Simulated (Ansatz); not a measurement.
# ZrO2: elastic constants, part 2 of 2

How stiff is the crystal, and how unevenly? Runs: cell and atoms relaxed (PAW); reference run (PAW); ions clamped (PAW); strain amplitude 0.08 (PAW).

Ansatz 0.2.0; DFT r²SCAN. The steps go on from the part before.

## Step 5: Ions clamped, PAW

input.yaml

```yaml
crystal:
  lattice:
    - [3.60145576251, 0.0, 0.0]
    - [0.0, 3.60145576251, 0.0]
    - [0.0, 0.0, 5.2281270867]
  atoms:
    - { symbol: Zr, position: [0.0, 0.0, 0.0] }
    - { symbol: Zr, position: [0.5, 0.5, 0.5] }
    - { symbol: O, position: [0.0, 0.5, 0.196778461801] }
    - { symbol: O, position: [0.0, 0.5, 0.696778461801] }
    - { symbol: O, position: [0.5, 0.0, 0.303221538199] }
    - { symbol: O, position: [0.5, 0.0, 0.803221538199] }
kpoints:
  mp_grid: { grid: [6, 6, 4] }
scf:
  occupations: { method: fixed }
hamiltonian:
  xc: r2scan
  pseudopotentials: { kind: paw }
elastic:
  mode: clamped_ion
  stencil: two_point
  amplitude: 0.008
```

Started as:

```bash
> ansatz run input.yaml --threads 2 --pin off --max-ram 6144MiB --backend cpu --events-out ev --progress --plain --runs-dir out
```

Log:

```text
Engine: ansatz 0.2.0
Pseudopotentials: kind: paw
Pseudopotential: Zr, paw, valence charge 12, recommended cutoff 500 eV (meta_gga), Zr.paw.azcp
Pseudopotential: O, paw, valence charge 6, recommended cutoff 500 eV (meta_gga), O.paw.azcp
Functional definition: r2SCAN
  parameter k0 = 0.174
  parameter k1 = 0.065
  parameter a1 = 4.9479
  exchange = r2scan_x(k0 = k0, k1 = k1, a1 = a1)
  correlation = r2scan_c
Crystal: 6 atoms, lattice volume = 67.811 Å³
Basis set: ecut = 500 eV, 1739 PW (Γ), exchange–correlation on 108×108×160 points (64 copies of the dense FFT grid, shifted against one another)
Bands: 30, of which v1, the nominal top of the filled ones, is band 24 counted from 1 (23 counted from 0)
Symmetry: 16 space group operations
Space group: P42/nmc (ITA 137), of the structure as read, at distance tolerance 4.1e-5 Å
k-points: 30 of 144
Non-local potential: Zr, projectors of the file, l = 0: 3, l = 1: 2, l = 2: 2, l = 3: 2
Non-local potential: O, projectors of the file, l = 0: 2, l = 1: 2, l = 2: 1
PAW form: soft (Blöchl's): semilocal exchange-correlation on the pseudo side does not see the compensation charge
PAW frozen core: Zr, regenerated for the run's functional (the file was generated under x = pbe(κ = 0.804, μ = 0.2195149727645171), c = pbe(β = 0.06672455060314922))
PAW frozen core: O, regenerated for the run's functional (the file was generated under x = pbe(κ = 0.804, μ = 0.2195149727645171), c = pbe(β = 0.06672455060314922))
PAW one-centre angular grid: Zr, 590 points (default); XC on 160 Gauss nodes
PAW one-centre angular grid: O, 302 points (default); XC on 160 Gauss nodes
Initial density: superposition of atomic densities (neutral atoms: chi_scale 0, normalization atom), corrected by the library's trained network
Initial wavefunctions: pseudopotential atomic-orbital guess
Functional: x = r2scan, c = r2scan; τ floored in thin density (d = 2e-4 eV/Å³)
SCF iter   1: F=—  HF=-10676.174714 eV  |F-HF|=—  |Δ(HF+E_count)|=         —  Δρ=1.52e-2  dr2=1.85e-1  dr2_τ=3.82e-1  ethr=1.77e-3  ⟨swp⟩=4.4  Hψ=3371  notcnv=0  defer=71
preconditioner: auto → Resta (q_TF=auto, 2.576 Å⁻¹)  ε∞=3.8  [insulator: Δε(μ)=4.924 eV  Ē_g=17.859 eV  n_scr=20 (ndim 8)  ℏωp=29.9 eV  f_vac=0.019  ε∞_Penn≈3.8]
SCF iter   2: F=—  HF=-10676.296007 eV  |F-HF|=—  |Δ(HF+E_count)|=   1.21e-1  Δρ=6.62e-3  dr2=1.25e-2  dr2_τ=6.75e-3  ethr=3.85e-4  ⟨swp⟩=2.0  Hψ=1682  notcnv=0  defer=105
SCF iter   3: F=—  HF=-10676.295762 eV  |F-HF|=—  |Δ(HF+E_count)|=   2.46e-4  Δρ=2.79e-3  dr2=2.47e-3  dr2_τ=3.52e-4  ethr=2.60e-5  ⟨swp⟩=2.1  Hψ=1605  notcnv=0  defer=120
SCF iter   4: F=—  HF=-10676.295810 eV  |F-HF|=—  |Δ(HF+E_count)|=   4.85e-5  Δρ=4.02e-4  dr2=4.69e-5  dr2_τ=1.14e-5  ethr=5.15e-6  ⟨swp⟩=2.0  Hψ=1547  notcnv=0  defer=120
SCF iter   5: F=—  HF=-10676.295837 eV  |F-HF|=—  |Δ(HF+E_count)|=   2.72e-5  Δρ=9.28e-5  dr2=5.29e-6  dr2_τ=4.40e-7  ethr=9.76e-8  ⟨swp⟩=2.1  Hψ=1559  notcnv=0  defer=60
SCF iter   6: F=—  HF=-10676.295834 eV  |F-HF|=—  |Δ(HF+E_count)|=   3.27e-6  Δρ=2.73e-5  dr2=5.38e-7  dr2_τ=3.97e-8  ethr=1.10e-8  ⟨swp⟩=2.0  Hψ=1320  notcnv=0  defer=60
SCF iter   7: F=—  HF=-10676.295834 eV  |F-HF|=—  |Δ(HF+E_count)|=   2.14e-7  Δρ=5.90e-6  dr2=2.55e-8  dr2_τ=5.49e-10  ethr=1.12e-9  ⟨swp⟩=2.0  Hψ=1182  notcnv=0  defer=60
SCF iter   8: F=—  HF=-10676.295834 eV  |F-HF|=—  |Δ(HF+E_count)|=   2.76e-9  Δρ=4.03e-7  dr2=1.25e-10  dr2_τ=1.77e-11  ethr=5.31e-11  ⟨swp⟩=2.0  Hψ=1323  notcnv=0  defer=60
SCF iter   9: F=—  HF=-10676.295834 eV  |F-HF|=—  |Δ(HF+E_count)|=  4.18e-11  Δρ=4.64e-8  dr2=1.24e-12  dr2_τ=1.34e-13  ethr=2.60e-13 (applied; sched 1.00e-12)  ⟨swp⟩=2.4  Hψ=1563  notcnv=0  defer=60
SCF iter  10: F=-10676.295834 eV  HF=-10676.295834 eV  |F-HF|=3.64e-12  |Δ(HF+E_count)|=    0.00e0  Δρ=6.53e-9  dr2=1.67e-14  dr2_τ=3.91e-15  ethr=1.00e-12  ⟨swp⟩=10.7  Hψ=4175  notcnv=0
SCF 1 converged in 10 iterations: F = -10676.295834 eV  dr2 = 1.67e-14
Initial density: handed on by an earlier stage of this run
Initial wavefunctions: those handed on with the density
[... 2 lines left out ...]
preconditioner: auto → Resta (q_TF=auto, 2.576 Å⁻¹)  ε∞=3.9  [insulator: Δε(μ)=4.619 eV  Ē_g=17.675 eV  n_scr=20 (ndim 8)  ℏωp=29.9 eV  f_vac=0.019  ε∞_Penn≈3.9]
[... 1 line left out ...]
SCF 2 converged in 2 iterations: F = -10676.295834 eV  dr2 = 6.74e-15
Crystal: 6 atoms, lattice volume = 67.269 Å³
Basis set: ecut = 500 eV, 1715 PW (Γ), exchange–correlation on 108×108×160 points (64 copies of the dense FFT grid, shifted against one another)
Symmetry: 8 space group operations
k-points: 48 of 144
[... 2 lines left out ...]
preconditioner: auto → Resta (q_TF=auto, 2.579 Å⁻¹)  ε∞=3.9  [insulator: Δε(μ)=4.656 eV  Ē_g=17.744 eV  n_scr=20 (ndim 8)  ℏωp=30.0 eV  f_vac=0.016  ε∞_Penn≈3.9]
[... 10 lines left out ...]
SCF 3 converged in 11 iterations: F = -10676.289656 eV  dr2 = 2.90e-15
Crystal: 6 atoms, lattice volume = 68.354 Å³
Basis set: ecut = 500 eV, 1751 PW (Γ), exchange–correlation on 108×108×160 points (64 copies of the dense FFT grid, shifted against one another)
[... 2 lines left out ...]
preconditioner: auto → Resta (q_TF=auto, 2.572 Å⁻¹)  ε∞=3.9  [insulator: Δε(μ)=4.549 eV  Ē_g=17.624 eV  n_scr=20 (ndim 8)  ℏωp=29.8 eV  f_vac=0.020  ε∞_Penn≈3.9]
[... 8 lines left out ...]
SCF 4 converged in 9 iterations: F = -10676.289760 eV  dr2 = 6.17e-15
Basis set: ecut = 500 eV, 1723 PW (Γ), exchange–correlation on 108×108×160 points (64 copies of the dense FFT grid, shifted against one another)
[... 2 lines left out ...]
preconditioner: auto → Resta (q_TF=auto, 2.579 Å⁻¹)  ε∞=3.9  [insulator: Δε(μ)=4.568 eV  Ē_g=17.733 eV  n_scr=20 (ndim 8)  ℏωp=30.0 eV  f_vac=0.017  ε∞_Penn≈3.9]
[... 9 lines left out ...]
SCF 5 converged in 10 iterations: F = -10676.289905 eV  dr2 = 4.53e-16
Basis set: ecut = 500 eV, 1787 PW (Γ), exchange–correlation on 108×108×160 points (64 copies of the dense FFT grid, shifted against one another)
[... 2 lines left out ...]
preconditioner: auto → Resta (q_TF=auto, 2.572 Å⁻¹)  ε∞=3.9  [insulator: Δε(μ)=4.611 eV  Ē_g=17.632 eV  n_scr=20 (ndim 8)  ℏωp=29.8 eV  f_vac=0.020  ε∞_Penn≈3.9]
[... 8 lines left out ...]
SCF 6 converged in 9 iterations: F = -10676.289930 eV  dr2 = 4.10e-14
Crystal: 6 atoms, lattice volume = 67.810 Å³
Basis set: ecut = 500 eV, 1743 PW (Γ), exchange–correlation on 108×108×160 points (64 copies of the dense FFT grid, shifted against one another)
Symmetry: 4 space group operations
k-points: 56 of 144
[... 2 lines left out ...]
preconditioner: auto → Resta (q_TF=auto, 2.576 Å⁻¹)  ε∞=3.9  [insulator: Δε(μ)=4.618 eV  Ē_g=17.679 eV  n_scr=20 (ndim 8)  ℏωp=29.9 eV  f_vac=0.019  ε∞_Penn≈3.9]
[... 9 lines left out ...]
SCF 7 converged in 10 iterations: F = -10676.294599 eV  dr2 = 8.56e-14
[... 2 lines left out ...]
preconditioner: auto → Resta (q_TF=auto, 2.576 Å⁻¹)  ε∞=3.9  [insulator: Δε(μ)=4.619 eV  Ē_g=17.678 eV  n_scr=20 (ndim 8)  ℏωp=29.9 eV  f_vac=0.019  ε∞_Penn≈3.9]
[... 7 lines left out ...]
SCF 8 converged in 8 iterations: F = -10676.294599 eV  dr2 = 6.95e-14
k-points: 39 of 144
[... 2 lines left out ...]
preconditioner: auto → Resta (q_TF=auto, 2.576 Å⁻¹)  ε∞=3.9  [insulator: Δε(μ)=4.610 eV  Ē_g=17.678 eV  n_scr=20 (ndim 8)  ℏωp=29.9 eV  f_vac=0.019  ε∞_Penn≈3.9]
[... 6 lines left out ...]
SCF iter   8: F=—  HF=-10676.293527 eV  |F-HF|=—  |Δ(HF+E_count)|=  2.18e-11  Δρ=8.40e-8  dr2=1.34e-12  dr2_τ=2.99e-13  ethr=4.78e-14 (applied; sched 1.00e-12)  ⟨swp⟩=2.5  Hψ=1930  notcnv=0  defer=79
SCF iter   9: F=-10676.293527 eV  HF=-10676.293527 eV  |F-HF|=0.00e0  |Δ(HF+E_count)|=  3.64e-12  Δρ=1.49e-8  dr2=4.74e-14  dr2_τ=1.07e-14  ethr=1.00e-12  ⟨swp⟩=3.4  Hψ=4874  notcnv=0
SCF 9 converged in 9 iterations: F = -10676.293527 eV  dr2 = 4.74e-14
iter 1 solved again at ethr=5.50e-10 eV; its pass at ethr=3.10e-3 eV (dr2=2.64e-7 eV) is discarded
SCF iter   1: F=—  HF=-10676.293521 eV  |F-HF|=—  |Δ(HF+E_count)|=         —  Δρ=5.89e-5  dr2=2.59e-7  dr2_τ=1.43e-7  ethr=5.50e-10  ⟨swp⟩=2.3  Hψ=4957  notcnv=0  defer=78
preconditioner: auto → Resta (q_TF=auto, 2.576 Å⁻¹)  ε∞=3.9  [insulator: Δε(μ)=4.610 eV  Ē_g=17.679 eV  n_scr=20 (ndim 8)  ℏωp=29.9 eV  f_vac=0.019  ε∞_Penn≈3.9]
SCF iter   2: F=—  HF=-10676.293526 eV  |F-HF|=—  |Δ(HF+E_count)|=   4.87e-6  Δρ=2.94e-5  dr2=3.61e-8  dr2_τ=2.96e-7  ethr=5.39e-10  ⟨swp⟩=2.0  Hψ=1716  notcnv=0  defer=78
SCF iter   3: F=—  HF=-10676.293527 eV  |F-HF|=—  |Δ(HF+E_count)|=   7.28e-7  Δρ=1.47e-5  dr2=9.26e-9  dr2_τ=7.29e-8  ethr=7.52e-11  ⟨swp⟩=2.1  Hψ=1678  notcnv=0  defer=78
SCF iter   4: F=—  HF=-10676.293527 eV  |F-HF|=—  |Δ(HF+E_count)|=   2.46e-7  Δρ=1.33e-6  dr2=2.92e-10  dr2_τ=4.53e-10  ethr=1.93e-11  ⟨swp⟩=2.0  Hψ=1936  notcnv=0  defer=78
SCF iter   5: F=—  HF=-10676.293527 eV  |F-HF|=—  |Δ(HF+E_count)|=   1.44e-9  Δρ=2.45e-7  dr2=3.10e-11  dr2_τ=6.57e-12  ethr=6.09e-13 (applied; sched 1.00e-12)  ⟨swp⟩=2.1  Hψ=1772  notcnv=0  defer=78
SCF iter   6: F=—  HF=-10676.293527 eV  |F-HF|=—  |Δ(HF+E_count)|=  1.09e-11  Δρ=4.33e-8  dr2=1.19e-12  dr2_τ=4.78e-14  ethr=6.45e-14 (applied; sched 1.00e-12)  ⟨swp⟩=2.0  Hψ=1594  notcnv=0  defer=78
SCF iter   7: F=-10676.293527 eV  HF=-10676.293527 eV  |F-HF|=1.82e-12  |Δ(HF+E_count)|=  3.64e-12  Δρ=4.01e-9  dr2=6.70e-15  dr2_τ=2.41e-15  ethr=1.00e-12  ⟨swp⟩=3.1  Hψ=4888  notcnv=0
SCF 10 converged in 7 iterations: F = -10676.293527 eV  dr2 = 6.70e-15
SCF converged after 2 iterations
Free energy (F): -10676.295834 eV
Harris-Foulkes:  -10676.295834 eV  (|F-HF|=3.64e-12)
Internal energy: -10676.295834 eV  (E = F + TS)
E sigma→0 (E₀):  -10676.295834 eV
Fermi energy:    10.724823 eV
--- Per-component energies (eV) ---
  E_band       = -186.101352
  E_kinetic    = 1378.122042
  E_local      = -2353.543421  (includes V_loc(G=0)·N_el)
  E_nonlocal   = 339.297424
  E_hartree    = 778.155148
  E_xc         = -610.931669
  E_vxc        = -852.415292  (∫ρ·V_xc dr)
  E_paw        = -6579.200108  (= ΣΔE_a)
  E_vpaw       = -305.695768  (= ΣTr[D̂ρ^β])
  E_aug_tail   = 0.004123  (compensation charges beyond the density's cutoff)
  E_vtau       = 51.819244  (kinetic-family band-sum trace: ∫τ·v_τ [+ j·A + Jᵃ·Aᵃ] dr)
  E_ewald      = -3627.742127
  E_core_change = -0.457247  (= ΣΔE_core)
  E_smearing   = -0.000000  (= −TS)
  E_closure    = -0.000000  (closes the sum)
  Σ components = -10676.295834   (vs F -10676.295834, Δ=0.00e0)
--- Forces (eV/Å), atoms counted from 1 ---
  atom   1  Zr    -0.00000000     0.00000000     0.00000000
  atom   2  Zr     0.00000000     0.00000000    -0.00000000
  atom   3  O      0.00000000     0.00000000     0.00005535
  atom   4  O     -0.00000000     0.00000000     0.00005535
  atom   5  O     -0.00000000     0.00000000    -0.00005535
  atom   6  O      0.00000000     0.00000000    -0.00005535
  max |Σ_I F_I| component: 6.94e-18 eV/Å
--- Stress (GPa, compression-positive) ---
       -0.023434       0.000000      -0.000000
        0.000000      -0.023434       0.000000
       -0.000000       0.000000      -0.015067
  P = ⅓ Tr σ = -0.0206 GPa (-0.206 kbar)
--- Band table (eV; the first three rows and the last of 30) ---
  k-point 0: bands = ["-38.1453", "-38.0920", "-16.0186", "-15.4401", "-15.4401", "-15.3431", "-15.2950", "-15.2950", "-7.7548", "-6.5663", "-5.9130", "-5.6691", "5.8760", "6.0800", "6.2576", "6.2576", "8.3109", "8.3109", "9.4217", "9.4217", "10.0240", "10.5864", "10.6341", "10.6341", "15.3441", "15.8469", "16.5269", "16.6184", "17.9465", "18.2947"]
  k-point 1: bands = ["-38.1375", "-38.0999", "-15.9309", "-15.4552", "-15.4192", "-15.4192", "-15.3164", "-15.3164", "-7.4982", "-6.4445", "-6.2135", "-5.8018", "6.3499", "6.4307", "6.4307", "6.6425", "7.7333", "7.7333", "9.2044", "9.7371", "9.8760", "9.8760", "10.6752", "10.6752", "15.4942", "16.0823", "16.3256", "16.6293", "18.6232", "19.0805"]
  k-point 2: bands = ["-38.1187", "-38.1187", "-15.7050", "-15.7050", "-15.3723", "-15.3723", "-15.3637", "-15.3637", "-6.8723", "-6.8723", "-6.1335", "-6.1335", "6.8426", "6.8426", "7.0670", "7.0670", "7.6294", "7.6294", "8.0663", "8.0663", "10.1809", "10.1809", "10.7168", "10.7168", "15.8849", "15.8849", "16.5094", "16.5094", "19.7055", "19.7055"]
  k-point 29: bands = ["-38.0834", "-38.0834", "-15.8430", "-15.8430", "-15.8430", "-15.8430", "-15.4657", "-15.4657", "-5.9873", "-5.9873", "-5.9873", "-5.9873", "6.5024", "6.5024", "6.8784", "6.8784", "8.9463", "8.9463", "8.9463", "8.9463", "9.2670", "9.2670", "10.6622", "10.6622", "16.4275", "16.4275", "16.9681", "16.9681", "17.7265", "17.7265"]
--- Elastic constants: 4 strain directions × 2 members + reference (group order 16) ---
  dense FFT box of the reference and of every strained cell: 27×27×40
  strains applied: 11, 33, 23, 12; error gains: componentwise 1.00 (the most a stress slope's error grows in a printed constant), spectral 1.41 (1 for all six strains in a standard setting)
  C = ∂σ_k/∂η_j (tension-positive GPa; Voigt order 11 22 33 23 13 12):
       450.954    202.840    121.890     -0.000      0.000      0.000
       202.840    450.954    121.890     -0.000      0.000      0.000
       122.014    122.014    434.581     -0.000      0.000      0.000
         0.000     -0.000     -0.000     88.997      0.000      0.000
         0.000     -0.000     -0.000     -0.000     88.997      0.000
         0.000     -0.000     -0.000      0.000      0.000    171.000
  reference stress σ⁰ (GPa):      0.023      0.023      0.015     -0.000      0.000     -0.000
  C* (energy form; C + prestress term) asymmetry max|C*_kj − C*_jk| = 1.158e-1 GPa — a small one proves nothing (zero by symmetry where the batch's group is 432, −43m or m−3m); a large one is finite-difference/SCF noise where every solve meets its electron count
  moduli (Voigt/Reuss/Hill, GPa): K = 247.78/245.74/246.76   G = 129.12/118.41/123.76   E = 318.11   ν = 0.285
  mechanically stable: yes (min eigenvalue of sym C = 89.00 GPa)
  strain η (Voigt 11):  stress-route row diagonal C_11 = 450.95 GPa, energy-path curvature d²(F+E_count+ΔE)/dδ²/Ω₀ = 450.92 GPa
         δ    σ_11 (GPa)             F (eV)   n_scf  n_hpsi   n_pw
    -8.000e-3      -3.6991      -10676.2896559      11   31841   1737
     8.000e-3       3.5161      -10676.2897604       9   26570   1755
  strain η (Voigt 33):  stress-route row diagonal C_33 = 434.58 GPa, energy-path curvature d²(F+E_count+ΔE)/dδ²/Ω₀ = 434.42 GPa
         δ    σ_33 (GPa)             F (eV)   n_scf  n_hpsi   n_pw
    -8.000e-3      -3.5320      -10676.2899046      10   21086   1731
     8.000e-3       3.4213      -10676.2899303       9   17004   1787
  strain η (Voigt 23):  stress-route row diagonal C_44 = 89.00 GPa, energy-path curvature d²(F+E_count+ΔE)/dδ²/Ω₀ = 88.97 GPa
         δ    σ_23 (GPa)             F (eV)   n_scf  n_hpsi   n_pw
    -8.000e-3      -0.7120      -10676.2945985      10   36788   1743
     8.000e-3       0.7120      -10676.2945985       8   30636   1743
  strain η (Voigt 12):  stress-route row diagonal C_66 = 171.00 GPa, energy-path curvature d²(F+E_count+ΔE)/dδ²/Ω₀ = 171.01 GPa
         δ    σ_12 (GPa)             F (eV)   n_scf  n_hpsi   n_pw
    -8.000e-3      -1.3680      -10676.2935272       9   24584   1743
     8.000e-3       1.3680      -10676.2935272       7   19213   1743
```

Wall time 27 s (2 threads of Intel Xeon 6975P-C (Granite Rapids), shared host); peak memory 0.62 GiB.

C in GPa (Voigt order xx, yy, zz, yz, xz, xy):

```
451.0 202.8 122.0   0.0   0.0   0.0
202.8 451.0 122.0   0.0   0.0   0.0
122.0 122.0 434.6   0.0   0.0   0.0
  0.0   0.0   0.0  89.0   0.0   0.0
  0.0   0.0   0.0   0.0  89.0   0.0
  0.0   0.0   0.0   0.0   0.0 171.0
```

## Step 6: Strain amplitude 0.08, PAW

Edit input.yaml of step 5 so:

```diff
@@ -20,4 +20,4 @@
 elastic:
-  mode: clamped_ion
+  mode: relaxed_ion
   stencil: two_point
-  amplitude: 0.008
+  amplitude: 0.08
```

Started as:

```bash
> ansatz run input.yaml --threads 2 --pin off --max-ram 6144MiB --backend cpu --events-out ev --progress --plain --runs-dir out
```

Log, cut to the lines that bear on the results:

```text
[...]
[... 4 set-up lines as earlier in the session ...]
[...]
Crystal: 6 atoms, lattice volume = 67.811 Å³
Basis set: ecut = 500 eV, 1739 PW (Γ), exchange–correlation on 120×120×180 points (64 copies of the dense FFT grid, shifted against one another)
Bands: 30, of which v1, the nominal top of the filled ones, is band 24 counted from 1 (23 counted from 0)
[... 2 set-up lines as earlier in the session ...]
k-points: 30 of 144
[...]
SCF iter   1: F=—  HF=-10676.174689 eV  |F-HF|=—  |Δ(HF+E_count)|=         —  Δρ=1.52e-2  dr2=1.85e-1  dr2_τ=3.82e-1  ethr=1.77e-3  ⟨swp⟩=4.4  Hψ=3366  notcnv=0  defer=71
[...]
     8.000e-2      14.8810      -10675.9981581       2    6987   1892   relax 7 steps, max|allowed force component| 1.05e-8 eV/Å
  strain η (Voigt 23):  stress-route row diagonal C_44 = 22.12 GPa, energy-path curvature d²(F+E_count+ΔE)/dδ²/Ω₀ = 25.23 GPa
         δ    σ_23 (GPa)             F (eV)   n_scf  n_hpsi   n_pw
    -8.000e-2      -1.7693      -10676.2616447       2   13014   1744   relax 7 steps, max|allowed force component| 4.62e-5 eV/Å
     8.000e-2       1.7693      -10676.2616447       2   13022   1744   relax 7 steps, max|allowed force component| 1.11e-5 eV/Å
  strain η (Voigt 12):  stress-route row diagonal C_66 = 168.73 GPa, energy-path curvature d²(F+E_count+ΔE)/dδ²/Ω₀ = 169.98 GPa
         δ    σ_12 (GPa)             F (eV)   n_scf  n_hpsi   n_pw
    -8.000e-2     -13.4988      -10676.0655968       2    9051   1745   relax 4 steps, max|allowed force component| 4.64e-7 eV/Å
     8.000e-2      13.4988      -10676.0655968       2    9051   1745   relax 4 steps, max|allowed force component| 2.02e-9 eV/Å
```

Run time: 2.6 min. Hardware: 2 threads of Intel Xeon 6975P-C (Granite Rapids), shared host; peak memory 0.73 GiB.

These settings are unsound, so nothing is quoted from this run.

## Step 7: Side by side

```
              run    C11    C12    C13    C33   C44    C66      K      G      E  Poisson ratio
ions relaxed, PAW  374.9  227.9   63.0  298.0  27.2  171.0  188.2   70.7  188.5          0.333
ions clamped, PAW  451.0  202.8  122.0  434.6  89.0  171.0  246.8  123.8  318.1          0.285
```

Constants and moduli in GPa; K, G and E are Hill averages.

## Step 8: Results

This closing draws on all 2 parts.

| quantity | value |
| --- | --- |
| C11 (PAW) | 375 GPa |
| C12 (PAW) | 228 GPa |
| C13 (PAW) | 63 GPa |
| C33 (PAW) | 298 GPa |
| C44 (PAW) | 27 GPa |
| C66 (PAW) | 171 GPa |
| bulk, shear and Young's modulus | 188, 71, 189 GPa |
| Debye temperature from sound speeds | 473 K |
| universal anisotropy index | 4.19 |

**Reading.** All eigenvalues are positive, so the crystal is mechanically stable; by PAW K = 188 and G = 71 GPa, K/G = 2.66, on the ductile side of Pugh's rough line at 1.75, which was drawn for metals. Young's modulus runs from 91 to 429 GPa with direction. Letting the ions relax lowers C33 most, from 435 to 298 GPa. Cautions: frozen-core PAW files fitted under PBE, their cores solved anew for the functional of the run.
